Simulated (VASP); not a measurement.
CdTe: relaxation of the atoms with PBE

Crystal: CdTe.

```
CELL_PARAMETERS angstrom
0.00000 3.26639 3.26639
3.26639 0.00000 3.26639
3.26639 3.26639 0.00000
ATOMIC_POSITIONS crystal
Cd 0.00000 0.00000 0.00000
Te 0.25000 0.25000 0.25000
```

The cell isn't the ideal one: a relaxed cell with its volume scaled by 0.96.

- Program: VASP 6.6.1
- Task: relaxation of the atoms
- Functional: PBE
- Potentials or basis: VASP PAW PBE potentials, release 64 (Cd, Te)
- Cutoff: 600 eV
- k mesh: 8 × 8 × 8
- Occupations: gaussian, width 0.03 eV
- Spin: no spin polarisation
- Further INCAR settings: ALGO = Fast; EDIFF = 1e-07; IBRION = 2; EDIFFG = -0.01; NSW = 40

```yaml
Pressure_after_relaxing: 1.6 GPa
Band_gap_on_the_k_mesh: 0.70 eV, direct
```

Final structure:
```cif
data_structure
_symmetry_space_group_name_H-M 'P 1'
_symmetry_Int_Tables_number 1
_cell_length_a 4.6194
_cell_length_b 4.6194
_cell_length_c 4.6194
_cell_angle_alpha 60.000
_cell_angle_beta 60.000
_cell_angle_gamma 60.000
_cell_volume 69.70
loop_
_atom_site_label
_atom_site_type_symbol
_atom_site_fract_x
_atom_site_fract_y
_atom_site_fract_z
_atom_site_occupancy
Cd1 Cd 0.00000 0.00000 0.00000 1
Te1 Te 0.25000 0.25000 0.25000 1
```

Levels at points of the mesh, in eV from the valence-band top:
| k point | band 6 | band 7 | band 8 | band 9 | band 10 | band 11 | band 12 | band 13 |
| --- | --- | --- | --- | --- | --- | --- | --- | --- |
| (0.00, 0.00, 0.00) | -7.96 | 0.00 | 0.00 | 0.00 | 0.70 | 4.62 | 4.62 | 4.62 |
| (0.50, 0.00, 0.00) | -7.63 | -4.29 | -0.74 | -0.74 | 1.80 | 5.20 | 5.20 | 7.06 |
| (0.50, 0.50, 0.00) | -7.50 | -4.19 | -1.78 | -1.78 | 2.66 | 2.67 | 8.71 | 9.01 |

Wall time 18 s on 1 thread of Intel(R) Xeon(R) 6975P-C (Granite Rapids), on a shared host, peak memory 0.25 GiB.

Caveat: the relaxation stopped at its first step, so nothing moved; spin-orbit coupling is left out, which moves the levels of the heavy elements.
